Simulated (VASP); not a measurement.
# Cu (Fm-3m) in VASP: further runs, part 2 of 2

VASP 6.6.1.

**3. Single point, PBE (a relaxed cell with its volume scaled by 0.94)**

INCAR reads:

```
SYSTEM = Cu
ALGO = Normal
EDIFF = 1E-7
ENCUT = 520
GGA = PE
ISIF = 2
ISMEAR = 0
LASPH = .True.
LCHARG = .False.
LREAL = .False.
LWAVE = .False.
NELM = 100
PREC = Accurate
SIGMA = 0.1
```

KPOINTS reads:

```
k-points
0
Gamma
  12 12 12
  0 0 0
```

POSCAR reads:

```
Cu                                      
1.0
   -0.0000000000      1.7797379389      1.7797379389
    1.7797379389      0.0000000000      1.7797379389
    1.7797379389      1.7797379389     -0.0000000000
  Cu            
     1
Direct
     0.0000000000000000    1.0000000000000000    1.0000000000000000
```

Potentials or basis: VASP PAW PBE potentials, release 64 (Cu).

The run is started by

```
$ cat potpaw_PBE.64/Cu/POTCAR > POTCAR
$ mpirun -np 1 vasp_std > vasp.out
```

OUTCAR:

```text
SYSTEM = Cu
   EDIFF = 1E-7
   ENCUT = 520
   GGA = PE
   ISIF = 2
   ISMEAR = 0
   LASPH = .True.
   LREAL = .False.
   NELM = 100
   PREC = Accurate

 ion  position               nearest neighbor table
   1  0.000  0.000  0.000-

  LATTYP: Found a face centered cubic cell.
 ALAT       =     3.5594758778

  Lattice vectors:

 A1 = (   0.0000000000,   1.7797379389,   1.7797379389)
 A2 = (   1.7797379389,   0.0000000000,   1.7797379389)
 A3 = (   1.7797379389,   1.7797379389,   0.0000000000)

Analysis of symmetry for initial positions (statically):
=====================================================================
 Subroutine PRICEL returns:
 Original cell was already a primitive cell.

 Routine SETGRP: Setting up the symmetry group for a
 face centered cubic supercell.

 Subroutine GETGRP returns: Found 48 space group operations
 (whereof 48 operations were pure point group operations)
 out of a pool of 48 trial point group operations.

The static configuration has the point symmetry O_h .

Analysis of symmetry for dynamics (positions and initial velocities):
=====================================================================
 Subroutine PRICEL returns:
 Original cell was already a primitive cell.

 Routine SETGRP: Setting up the symmetry group for a
 face centered cubic supercell.

 Subroutine GETGRP returns: Found 48 space group operations
 (whereof 48 operations were pure point group operations)
 out of a pool of 48 trial point group operations.

The dynamic configuration has the point symmetry O_h .

 Subroutine INISYM returns: Found 48 space group operations
 (whereof 48 operations are pure point group operations),
 and found     1 'primitive' translations

----------------------------------------------------------------------------------------

                                     Primitive cell

  volume of cell :      11.2745

  direct lattice vectors                    reciprocal lattice vectors
     0.000000000  1.779737939  1.779737939    -0.280940238  0.280940238  0.280940238
     1.779737939  0.000000000  1.779737939     0.280940238 -0.280940238  0.280940238
     1.779737939  1.779737939  0.000000000     0.280940238  0.280940238 -0.280940238

  length of vectors
     2.516929531  2.516929531  2.516929531     0.486602766  0.486602766  0.486602766

  position of ions in fractional coordinates (direct lattice)
     0.000000000  0.000000000  0.000000000

  ion indices of the primitive-cell ions
   primitive index   ion index
                 1           1

----------------------------------------------------------------------------------------

 KPOINTS: k-points

Automatic generation of k-mesh.
 Grid dimensions read from file:
 generate k-points for:   12   12   12

 Generating k-lattice:

  Cartesian coordinates                     Fractional coordinates (reciprocal lattice)
    -0.023411686  0.023411686  0.023411686     0.083333333  0.000000000  0.000000000
     0.023411686 -0.023411686  0.023411686     0.000000000  0.083333333  0.000000000
     0.023411686  0.023411686 -0.023411686     0.000000000  0.000000000  0.083333333

  Length of vectors
     0.040550230  0.040550230  0.040550230

  Shift w.r.t. Gamma in fractional coordinates (k-lattice)
     0.000000000  0.000000000  0.000000000

 Subroutine IBZKPT returns following result:
 ===========================================

 Found     72 irreducible k-points:

 Following reciprocal coordinates:
            Coordinates               Weight
  0.000000  0.000000  0.000000      1.000000
  0.083333  0.000000  0.000000      8.000000
  0.166667  0.000000  0.000000      8.000000
  0.250000  0.000000  0.000000      8.000000
  0.333333  0.000000  0.000000      8.000000
  0.416667  0.000000  0.000000      8.000000
[... 16 lines left out ...]
  0.500000  0.166667  0.000000     24.000000
 -0.416667  0.166667  0.000000     24.000000
 [... further k-points ...]
   k-points           NKPTS =     72   k-points in BZ     NKDIM =     72   number of bands    NBANDS=      9
   number of dos      NEDOS =    301   number of ions     NIONS =      1
   total plane-waves  NPLWV =   8000
   dimension x,y,z NGX =    20 NGY =   20 NGZ =   20
   dimension x,y,z NGXF=    40 NGYF=   40 NGZF=   40
   ions per type =               1
   NGX,Y,Z   is equivalent  to a cutoff of  13.21, 13.21, 13.21 a.u.
   NGXF,Y,Z  is equivalent  to a cutoff of  26.42, 26.42, 26.42 a.u.
 SYSTEM =  Cu
   PREC   = accura    normal or accurate (medium, high low for compatibility)
   ISTART =      0    job   : 0-new  1-cont  2-samecut
   ICHARG =      2    charge: 1-file 2-atom 10-const
   ISPIN  =      1    spin polarized calculation?
   LNONCOLLINEAR =      F non collinear calculations
   LSORBIT =      F    spin-orbit coupling
   LASPH  =      T    aspherical Exc in radial PAW
   ENCUT  =  520.0 eV  38.22 Ry    6.18 a.u.   4.68  4.68  4.68*2*pi/ulx,y,z
   NELM   =    100;   NELMIN=  2; NELMDL= -5     # of ELM steps
   EDIFF  = 0.1E-06   stopping-criterion for ELM
   LREAL  =      F    real-space projection
   EDIFFG = 0.1E-05   stopping-criterion for IOM
   NSW    =      0    number of steps for IOM
   IBRION =     -1    ionic relax: 0-MD 1-quasi-New 2-CG
   NFREE  =      0    steps in history (QN), initial steepest desc. (CG)
   ISIF   =      2    stress and relaxation
   ISYM   =      2    0-nonsym 1-usesym 2-fastsym
   POTIM  = 0.5000    time-step for ionic-motion
   TEBEG  =    0.0;   TEEND  =   0.0 temperature during run
   PSTRESS=    0.0 pullay stress
   NELECT =      11.0000    total number of electrons
   NUPDOWN=      -1.0000    fix difference up-down
   EMIN   =  10.00;   EMAX   =-10.00  energy-range for DOS
   EFERMI =   0.00;   METHOD = LEGACY
   ISMEAR =     0;   SIGMA  =   0.10  broadening in eV -4-tet -1-fermi 0-gaus
   EFERMI_NEDOS =   21; number of points for ismear=-14 and -15
   IALGO  =     38    algorithm
   IMIX   =      4    mixing-type and parameters
     AMIX     =   0.40;   BMIX     =  1.00
     AMIX_MAG =   1.60;   BMIX_MAG =  1.00
  volume/ion in A,a.u.               =      11.27        76.08
  Fermi-wavevector in a.u.,A,eV,Ry     =   1.623702  3.068352 35.870513  2.636408
  Thomas-Fermi vector in A             =   2.717109
   LORBIT       =      0    0 simple, 1 ext, 2 COOP (PROOUT), +10 PAW based schemes
   GGA     = PE    functional components
   LHFCALC =     F    Hartree Fock is set to
   AEXX    =    0.0000 exact exchange contribution
   IVDW    =     0    specifies the selected vdW correction
   LEPSILON=     F    determine dielectric tensor
   LRPA    =     F    only Hartree local field effects (RPA)
 non-spin polarized calculation
 Gauss-broadening in eV      SIGMA  =   0.10
  energy-cutoff  :      520.00
  volume of cell :       11.27
 maximum number of plane-waves:       313
   NGX =  9   NGY =  9   NGZ =  9

 number of electron      11.0000013 magnetization

 Free energy of the ion-electron system (eV)
  ---------------------------------------------------
  ext. energy  EPLUGINS =         0.00000000
  ---------------------------------------------------
  free energy    TOTEN  =        -3.70341641 eV

  energy without entropy =       -3.70223638  energy(sigma->0) =       -3.70282639

 E-fermi :   8.0998     XC(G=0): -12.9986

 val. band max:        8.0215021532   @ k =   0.4167   0.4167   0.0000
 cond. band min:       8.1166723666   @ k =   0.5000   0.3333   0.1667
 fundamental gap:      0.0951702134
 Fermi energy:         8.0998226868

 k-point     1 :       0.0000    0.0000    0.0000
  band No.  band energies     occupation
      1      -1.5358      2.00000
      2       4.9963      2.00000
      3       4.9963      2.00000
      4       4.9963      2.00000
      5       5.8798      2.00000
      6       5.8798      2.00000
      7      31.1400      0.00000
      8      34.1491      0.00000
      9      34.1491      0.00000

 k-point     2 :       0.0833    0.0000    0.0000
  band No.  band energies     occupation
      1      -1.2750      2.00000
      2       4.9396      2.00000
      3       5.0458      2.00000
      4       5.0458      2.00000
      5       5.8609      2.00000
      6       5.8609      2.00000
      7      29.5500      0.00000
      8      32.1837      0.00000
      9      33.4505      0.00000
[... 253 lines left out ...]
 k-point    24 :      -0.4167    0.1667    0.0000
  band No.  band energies     occupation
      1       3.3324      2.00000
      2       4.6077      2.00000
      3       5.1623      2.00000
      4       5.2682      2.00000
      5       6.3843      2.00000
      6       9.1814      0.00000
      7      12.7260      0.00000
      8      23.3666      0.00000
      9      27.9427      0.00000

 [... further k-points ...]

------------------------ aborting loop because EDIFF is reached ----------------------------------------

  FORCE on cell =-STRESS in cart. coord.  units (eV):
  Direction    XX          YY          ZZ          XY          YZ          ZX
  --------------------------------------------------------------------------------------
  -------------------------------------------------------------------------------------
  Total        0.7035380      0.7035380      0.7035380      0.0000000      0.0000000      0.0000000
  in kB       99.9769727     99.9769727     99.9769727      0.0000000      0.0000000      0.0000000
  external PRESSURE =      99.9769727 kB  Pullay stress =       0.0000000 kB

 VOLUME and BASIS-vectors are now :
 -----------------------------------------------------------------------------
  energy-cutoff  :      520.00
  volume of cell :       11.27
      direct lattice vectors                 reciprocal lattice vectors
     0.000000000  1.779737939  1.779737939    -0.280940238  0.280940238  0.280940238
     1.779737939  0.000000000  1.779737939     0.280940238 -0.280940238  0.280940238
     1.779737939  1.779737939  0.000000000     0.280940238  0.280940238 -0.280940238

 POSITION                                       TOTAL-FORCE (eV/Angst)
 -----------------------------------------------------------------------------------
      0.00000      0.00000      0.00000         0.000000      0.000000      0.000000
 -----------------------------------------------------------------------------------
    total drift:                               -0.000000     -0.000000     -0.000000

  FREE ENERGIE OF THE ION-ELECTRON SYSTEM (eV)
  ---------------------------------------------------
  free  energy   TOTEN  =        -3.7034164087 eV

  energy  without entropy=       -3.7022363813  energy(sigma->0) =       -3.70282639
```

OSZICAR:

```text
N       E                     dE             d eps       ncg     rms          rms(c)
DAV:   1     0.359020387646E+02    0.35902E+02   -0.56946E+03  1345   0.205E+03
DAV:   2    -0.417982532510E+01   -0.40082E+02   -0.37752E+02  1298   0.197E+02
DAV:   3    -0.461930971958E+01   -0.43948E+00   -0.43850E+00  1554   0.304E+01
DAV:   4    -0.462225794996E+01   -0.29482E-02   -0.29479E-02  1578   0.225E+00
DAV:   5    -0.462228978709E+01   -0.31837E-04   -0.31838E-04  1573   0.192E-01    0.772E+00
DAV:   6    -0.404384013779E+01    0.57845E+00   -0.16139E+01  1352   0.948E+01    0.362E+00
DAV:   7    -0.371797533119E+01    0.32586E+00   -0.24130E+00  1378   0.364E+01    0.656E-01
DAV:   8    -0.370443187516E+01    0.13543E-01   -0.54895E-03  1782   0.968E-01    0.238E-01
DAV:   9    -0.370341436576E+01    0.10175E-02   -0.69411E-03  1439   0.181E+00    0.289E-02
DAV:  10    -0.370341839567E+01   -0.40299E-05   -0.27595E-05  1905   0.104E-01    0.102E-02
DAV:  11    -0.370341620365E+01    0.21920E-05   -0.25591E-06  1501   0.359E-02    0.275E-04
DAV:  12    -0.370341639278E+01   -0.18913E-06   -0.11980E-08   794   0.157E-03    0.153E-04
DAV:  13    -0.370341640870E+01   -0.15922E-07   -0.39839E-09   696   0.103E-03
   1 F= -.37034164E+01 E0= -.37028264E+01  d E =-.118003E-02
```

stdout:

```text
POSCAR found type information on POSCAR Cu
 POSCAR found :  1 types and       1 ions
 scaLAPACK will be used
 LDA part: xc-table for (Slater+PW92), standard interpolation
 POSCAR, INCAR and KPOINTS ok, starting setup
 FFT: planning ... GRIDC
 FFT: planning ... GRID_SOFT
 FFT: planning ... GRID
 WAVECAR not read
 entering main loop
```

Wall time 14 s (1 thread of AMD EPYC 7R43 (Zen 3), shared host); peak memory 0.09 GiB.

What came out:

| Quantity | Value |
| --- | --- |
| Free energy | -3.7034 eV |
| Pressure | 10.0 GPa |
| Band gap on the k mesh | none (metal or under the smearing width) |

**4. Single point, PBE (a relaxed cell with its volume scaled by 1.06)**

INCAR is that of step 3.

KPOINTS is that of step 3.

POSCAR reads:

```
Cu                                      
1.0
   -0.0000000000      1.8524595305      1.8524595305
    1.8524595305      0.0000000000      1.8524595305
    1.8524595305      1.8524595305     -0.0000000000
  Cu            
     1
Direct
     0.0000000000000000    1.0000000000000000    1.0000000000000000
```

The run is started by

```
$ cat potpaw_PBE.64/Cu/POTCAR > POTCAR
$ mpirun -np 1 vasp_std > vasp.out
```

Run time: 12 s. Hardware: 1 thread of AMD EPYC 7R43 (Zen 3), shared host; peak memory 0.09 GiB.

Results (log left out):

- Free energy: -3.7086 eV
- Pressure: -7.0 GPa
- Band gap on the k mesh: none (metal or under the smearing width)

Levels at points of the mesh, in eV from the Fermi level:
```tsv
k point	band 4	band 5	band 6	band 7	band 8	band 9
(0.00, 0.00, 0.00)	-2.72	-1.98	-1.98	22.10	24.18	24.18
(0.50, 0.00, 0.00)	-1.48	-1.48	-0.69	3.50	20.63	21.05
(0.50, 0.50, 0.00)	-1.35	-1.35	1.65	6.71	12.62	12.62
```

**5. Overview**

| cell | gap on the mesh (eV) | pressure (GPa) |
| --- | --- | --- |
| a relaxed cell with its volume scaled by 1.03 | none | -3.8 |
| a relaxed cell with its volume scaled by 0.94 | none | 10.0 |
| a relaxed cell with its volume scaled by 1.06 | none | -7.0 |

Alike in all rows: task single point; level PBE; potentials or basis VASP PAW PBE potentials, release 64 (Cu); no spin polarisation; k mesh 12 × 12 × 12; cutoff (eV) 520; smearing gaussian 0.1 eV.

Absolute energies hang on the potentials; compare differences alone.
